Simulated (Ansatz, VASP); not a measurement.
One calculation of Lu, two programs

```
CELL_PARAMETERS angstrom
3.50310 0.00000 0.00000
-1.75155 3.03377 0.00000
0.00000 0.00000 5.55090
ATOMIC_POSITIONS crystal
Lu 0.66667 0.33333 0.75000
Lu 0.33333 0.66667 0.25000
```

Alike in both runs: task single point; functional PBE; k mesh 9 × 9 × 5; occupations fermi-dirac, width 0.05 eV; no spin polarisation.

```csv
,VASP,Ansatz
version,VASP 6.6.1,Ansatz 0.2.0
potentials or method,"VASP PAW PBE potentials, release 64 (Lu)",Ansatz PAW
plane-wave cutoff (eV),520,420
valence electrons in the cell,50,50
```

```tsv
	VASP	Ansatz	Ansatz less VASP
gap on the k mesh at the Fermi level (eV)	none	none	-
pressure (GPa)	-0.4	-0.5	-0.13
largest component of the traceless stress (GPa)	0.64	0.65	+0.006
```

A gap of «none» marks a metal or a gap that the smearing closes. The functional is the same, so the differences come from potentials, cutoffs and numerics.

Spin-orbit coupling is left out, which matters for the levels of Lu.
